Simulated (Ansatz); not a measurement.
SiO₂: Electric field gradients

The cell is a computed structure from the Materials Project (it need not be an observed phase).

```cif
data_SiO2
_symmetry_space_group_name_H-M 'Pnnm'
_symmetry_Int_Tables_number 58
_cell_length_a 4.9580
_cell_length_b 8.7413
_cell_length_c 8.6786
_cell_angle_alpha 90.000
_cell_angle_beta 90.000
_cell_angle_gamma 90.000
loop_
_atom_site_label
_atom_site_type_symbol
_atom_site_symmetry_multiplicity
_atom_site_Wyckoff_symbol
_atom_site_fract_x
_atom_site_fract_y
_atom_site_fract_z
Si Si 8 h 0.9337 0.1741 0.1813
O9 O 4 g 0.0136 0.8013 0.0000
O10 O 4 e 0.5000 0.5000 0.2716
O13 O 8 h 0.1232 0.2889 0.7216
```

One atom of each set is listed.

Computed with Ansatz: DFT, PBE, plane waves and PAW (field gradients read without the response of the frozen cores, which leaves them typically 4 to 6 % off), scalar-relativistic, 420 eV cutoff, Γ-centred 5×3×3 k-points, Fermi–Dirac smearing 0.02 eV.

C_Q = eQV_zz/h, which is 24.18 MHz for Q = 1 b and V_zz = 10²¹ V/m²; η = (V_xx − V_yy)/V_zz.

¹⁷O: I = 5/2, Q = -25.58 mb. Quadrupole moments are those of Pyykkö's year-2017 table.

Q: Give the quadrupolar parameters of the distinct sites.

A: 

```json
{"site": "Si", "atoms": "8", "first shell": "4 O at 1.61 Å", "V_xx, V_yy, V_zz (10²¹ V/m²)": "-0.014, -0.46, 0.48", "η": "0.94", "C_Q (MHz)": "–"}
{"site": "O9", "atoms": "4", "first shell": "2 Si at 1.61 Å, angle 156°", "V_xx, V_yy, V_zz (10²¹ V/m²)": "-4.36, -5.61, 9.97", "η": "0.13", "C_Q (MHz)": "-6.16"}
{"site": "O10", "atoms": "4", "first shell": "2 Si at 1.61 Å, angle 151°", "V_xx, V_yy, V_zz (10²¹ V/m²)": "-4.44, -5.37, 9.81", "η": "0.10", "C_Q (MHz)": "-6.07"}
{"site": "O13", "atoms": "8", "first shell": "2 Si at 1.61 Å, angle 143°", "V_xx, V_yy, V_zz (10²¹ V/m²)": "-3.69, -5.79, 9.48", "η": "0.22", "C_Q (MHz)": "-5.87"}
```

At O9, O10 and O13 V_zz runs parallel to the line that joins its two neighbours (within 1°) in each case.

Si has no stable isotope with a ground-state quadrupole moment in the table, so no C_Q is given.

The largest force is 0.3 eV/Å, so the atoms aren't at the calculated equilibrium and relaxing them would move these values. Where η is near 1 the sign of V_zz means little.

The run took 46 s of wall time (45 s of CPU time) and 0.81 GiB at its peak, on 1 thread of Intel Xeon Platinum 8175M CPU @ 2.50GHz (Skylake/Cascade Lake) (x86_64; 16 cores open to the job, memory cap 2.5 GiB, no GPU), a shared host with a load of 0.7 a core.
